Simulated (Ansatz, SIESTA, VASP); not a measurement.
## One calculation of PbSe, 7 ways

The starting cell:

```
Pb Se
1.0
     0.00000    3.06065    3.06065
     3.06065    0.00000    3.06065
     3.06065    3.06065    0.00000
Pb Se
1 1
Direct
  0.00000 0.00000 0.00000
  0.50000 0.50000 0.50000
```

Alike in all runs: task relaxation of cell and atoms; functional PBE; k mesh 8 × 8 × 8; occupations fermi-dirac, width 0.05 eV; no spin polarisation; no spin-orbit coupling.

| program and potentials | plane-wave cutoff (eV) | notes | equilibrium volume (Å³/atom) |
| --- | --- | --- | --- |
| SIESTA, files PseudoDojo sr-pbe-0.4.1-standard, SZP (energy shift 0.05 Ry) | - | atomic basis; 15 valence electrons an atom on average | 25.64 |
| Ansatz, all-electron LAPW, scalar-relativistic | - | - | 30.04 |
| VASP, PBE PAW files Pb_d, Se, release 54, 600 eV | 600 | 10 valence electrons an atom on average | 30.05 |
| VASP, PBE PAW files Pb_d_GW, Se_GW, 630 eV | 630 | 11 valence electrons an atom on average | 30.04 |
| VASP, PBE PAW files Pb, Se, 580 eV | 580 | 5 valence electrons an atom on average | 29.87 |
| VASP, PBE PAW files Pb_d_GW, Se_GW, 680 eV | 680 | 11 valence electrons an atom on average | 30.04 |
| VASP, PBE PAW files Pb, Se, release 54, 580 eV | 580 | 5 valence electrons an atom on average | 29.87 |

The equilibrium volume spans 25.64 (SIESTA, files PseudoDojo sr-pbe-0.4.1-standard, SZP (energy shift 0.05 Ry)) to 30.05 Å³/atom (VASP, PBE PAW files Pb_d, Se, release 54, 600 eV), with all-electron results at 30.04. Relaxations stop with a little pressure left, so the last digit of a volume isn't settled. Rows in atomic bases carry the error of their basis and grid, which can be large.

The functional is the same throughout but for its coding, so the spread measures potentials, basis and numerics; runs on potential files found faulty are left out.

The plane-wave runs that treat Pb 5d as valence reproduce the all-electron volume of 30.04 Å³/atom almost exactly, while those with 5d in the core settle slightly lower, at 29.87. The filled 5d shell is shallow enough to respond to the crystal and to repel the neighbouring Se electrons. Freezing it probably loses part of that repulsion, though the two kinds of potential may differ in other ways too.

The SIESTA value of 25.64 is of another order. PBE normally underbinds lead chalcogenides and overestimates their volume, as the other rows do, so a contraction well below the experimental volume points to the small basis and not to the chemistry of PbSe. A likely cause is basis-set superposition: short-ranged, inflexible orbitals gain variational freedom from their neighbours as the atoms approach, which mimics extra bonding.

Agreement on the equilibrium volume doesn't establish equal accuracy for the compressibility, which depends on the curvature of the energy.
